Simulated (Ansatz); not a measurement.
input.yaml (Ansatz)

```yaml
crystal:
  lattice:
    - [1.781220255, 0.0, 0.0]
    - [-0.8906101275, 1.5425819905, 0.0]
    - [0.0, 0.0, 19.0339090834]
  atoms:
    - { symbol: B, position: [1.0, 1.0, 1.0] }
    - { symbol: B, position: [1.0, 1.0, 0.5] }
    - { symbol: B, position: [0.3333333333, 0.6666666667, 0.25] }
    - { symbol: B, position: [0.6666666667, 0.3333333333, 0.75] }
hamiltonian:
  xc: pbe
  pseudopotentials:
    kind: paw
    azcp:
      B: "pseudopotentials/B.paw.azcp"
basis:
  ecutwfc: 420
  fft_grid_basis: typed
kpoints:
  mp_grid: { grid: [23, 23, 2], shift: [0, 0, 0] }
magnetization:
  spin_polarized: false
scf:
  occupations: { method: fermi_dirac, width: 0.1 }
  lower_state_search: "off"
output:
  stress: true
  write_density: true
  write_potential: true
  elf: true
  volumetric_format: npy
```

Terminal output

```
Engine: ansatz 0.2.0, x86_64-unknown-linux-gnu
Pseudopotentials: kind: paw
Pseudopotential: B, paw, valence charge 3, recommended cutoff 420 eV (normal) 
Functional definition: PBE
  parameter kappa = 0.804
  parameter beta = 0.06672455060314922
  exchange = pbe_x(kappa = kappa, mu = beta*pi^2/3)
  correlation = pbe_c(beta = beta)
Crystal: 4 atoms, lattice volume = 52.299 Å³
Basis set: ecut = 420 eV, 945 PW (Γ)
Bands: 10, of which v1, the nominal top of the filled ones, is band 6 counted from 1 (5 counted from 0)
Symmetry: 24 space group operations
Space group: P63/mmc (ITA 194), of the structure as read, at distance tolerance 3.7e-5 Å
k-points: 112 of 1058
Non-local potential: B, projectors of the file, l = 0: 2, l = 1: 2, l = 2: 1
PAW form: soft (Blöchl's): semilocal exchange-correlation on the pseudo side does not see the compensation charge
PAW one-centre angular grid: B, 110 points (default); XC on 64 Gauss nodes
Initial density: superposition of atomic densities (neutral atoms: chi_scale 0, normalization atom), corrected by the library's trained network
Initial wavefunctions: pseudopotential atomic-orbital guess
Functional: x = pbe(κ = 0.804, μ = 0.2195149727645171), c = pbe(β = 0.06672455060314922)
SCF iter   1: F=—  HF=-620.579903 eV  |F-HF|=—  |Δ(HF+E_count)|=         —  Δρ=1.61e-2  dr2=1.64e-1  ethr=1.77e-3  ⟨swp⟩=5.7  Hψ=7622  notcnv=0
SCF iter   2: F=—  HF=-620.524732 eV  |F-HF|=—  |Δ(HF+E_count)|=   5.52e-2  Δρ=4.00e-3  dr2=5.08e-3  ethr=1.37e-3  ⟨swp⟩=3.1  Hψ=3037  notcnv=0
SCF iter   3: F=—  HF=-620.527586 eV  |F-HF|=—  |Δ(HF+E_count)|=   2.85e-3  Δρ=4.34e-4  dr2=1.28e-4  ethr=4.23e-5  ⟨swp⟩=2.3  Hψ=1966  notcnv=0
SCF iter   4: F=—  HF=-620.527727 eV  |F-HF|=—  |Δ(HF+E_count)|=   1.41e-4  Δρ=5.80e-5  dr2=1.02e-6  ethr=1.07e-6  ⟨swp⟩=2.3  Hψ=1951  notcnv=0
SCF iter   5: F=—  HF=-620.527729 eV  |F-HF|=—  |Δ(HF+E_count)|=   2.09e-6  Δρ=3.66e-6  dr2=6.99e-9  ethr=8.48e-9  ⟨swp⟩=2.4  Hψ=1911  notcnv=0
SCF iter   6: F=-620.527729 eV  HF=-620.527729 eV  |F-HF|=2.92e-11  |Δ(HF+E_count)|=   3.09e-9  Δρ=2.31e-7  dr2=2.53e-11  ethr=5.82e-11  ⟨swp⟩=6.7  Hψ=7702  notcnv=0
SCF 1 converged in 6 iterations: F = -620.527729 eV  dr2 = 2.53e-11
SCF converged after 6 iterations
Free energy (F): -620.527729 eV
Harris-Foulkes:  -620.527729 eV  (|F-HF|=2.92e-11)
Internal energy: -620.475464 eV  (E = F + TS)
E sigma→0 (E₀):  -620.501596 eV
Entropy (-TS):   -0.052265 eV (-13.066 meV/atom)
Fermi energy:    4.449036 eV
--- Per-component energies (eV) ---
  E_band       = -44.537207
  E_kinetic    = 193.177928
  E_local      = -424.631885  (includes V_loc(G=0)·N_el)
  E_nonlocal   = 41.082071
  E_hartree    = 152.084287
  E_xc         = -125.137926
  E_vxc        = -148.047926  (∫ρ·V_xc dr)
  E_paw        = -313.997145  (= ΣΔE_a)
  E_vpaw       = -10.286034  (= ΣTr[D̂ρ^β])
  E_aug_tail   = -0.000013  (compensation charges beyond the density's cutoff)
  E_ewald      = -143.052780
  E_smearing   = -0.052265  (= −TS)
  E_closure    = -0.000000  (closes the sum)
  Σ components = -620.527729   (vs F -620.527729, Δ=0.00e0)
--- Stress (GPa, compression-positive) ---
      -20.881565       0.000000       0.000000
       -0.000000     -20.881565       0.000000
        0.000000       0.000000      -0.192917
  P = ⅓ Tr σ = -13.9853 GPa (-139.853 kbar)
--- Band table (eV; the first three rows and the last of 112) ---
  k-point 0: bands = ["-11.7737", "-11.7581", "-11.7581", "-11.7424", "-2.7100", "-2.5232", "-2.5231", "-2.3198", "6.5126", "7.6282"]
  k-point 1: bands = ["-11.7692", "-11.7692", "-11.7470", "-11.7470", "-2.6566", "-2.6566", "-2.3813", "-2.3813", "6.8050", "6.8050"]
  k-point 2: bands = ["-11.6914", "-11.6759", "-11.6759", "-11.6603", "-2.5956", "-2.4092", "-2.4091", "-2.2061", "6.6211", "7.7367"]
  k-point 111: bands = ["0.4110", "0.4110", "0.4126", "0.4126", "2.0617", "2.0617", "2.0622", "2.0622", "11.5536", "11.5536"]
```

Launched by

```sh
ansatz run input.yaml --threads 1 --pin off --max-ram 3584MiB --backend cpu --events-out ev --progress --plain --runs-dir out
```

On 1 thread of Intel(R) Xeon(R) Platinum 8259CL CPU @ 2.50GHz (Skylake/Cascade Lake) (shared host) this took about 5.3 s of wall time and 5.2 s of CPU time.
